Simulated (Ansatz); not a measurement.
# TiH: the cost of one run

Method: DFT r2SCAN, scalar-relativistic, plane waves, PAW, in Ansatz 0.2.0.

1 further run of the same task is left out (set aside as unsound or not needed).

**1. Starting point**

It takes space group Fm-3m (No. 225, cubic). The conventional cell has a = 4.179 Å, b = 4.179 Å, c = 4.179 Å, α = 90.00°, β = 90.00°, γ = 90.00°. Ti (site symmetry m-3m) has 6 H at 2.09 Å as nearest neighbours. H (site symmetry m-3m) has 6 Ti at 2.09 Å as nearest neighbours.

As a file:

```cif
data_structure
_symmetry_space_group_name_H-M 'P 1'
_symmetry_Int_Tables_number 1
_cell_length_a 2.9553
_cell_length_b 2.9553
_cell_length_c 2.9553
_cell_angle_alpha 60.000
_cell_angle_beta 60.000
_cell_angle_gamma 60.000
_cell_volume 18.25
loop_
_atom_site_label
_atom_site_type_symbol
_atom_site_fract_x
_atom_site_fract_y
_atom_site_fract_z
_atom_site_occupancy
Ti1 Ti 0.00000 0.00000 0.00000 1
H1 H 0.50000 0.50000 0.50000 1
```

The structure comes from the Materials Project (structure only).

(A quick probe on a coarse mesh, which set the mesh and smearing, is not shown.)

**3. Relaxing cell and atoms**

The input, input.yaml:

```yaml
crystal:
  lattice:
    - [0.0, 2.08969722, 2.08969722]
    - [2.08969722, 0.0, 2.08969722]
    - [2.08969722, 2.08969722, 0.0]
  atoms:
    - { symbol: Ti, position: [0.0, 0.0, 0.0] }
    - { symbol: H, position: [0.5, 0.5, 0.5] }
basis:
  ecutwfc: 500
kpoints:
  mp_grid: { grid: [14, 14, 14] }
hamiltonian:
  xc: r2scan
scf:
  occupations: { method: gaussian, width: 0.1 }
output:
  forces: true
  stress: true
  eigenvalues: true
  write_density: true
  write_potential: true
  elf: true
  volumetric_format: npy
relax:
  adjacent_minimum: "off"
  f_tol: 0.02
  max_steps: 70
  cell: { stress_tol: 0.1 }
```

Launch:

```console
ansatz run input.yaml --threads 2 --pin off --max-ram 5120MiB --backend cpu --events-out ev --progress --plain --runs-dir out
```

What time and memory should one allow on 2 threads of INTEL XEON PLATINUM 8581C at 2.10GHz (Emerald Rapids), shared host?

About 4.4 s, with a peak of 0.45 GiB.
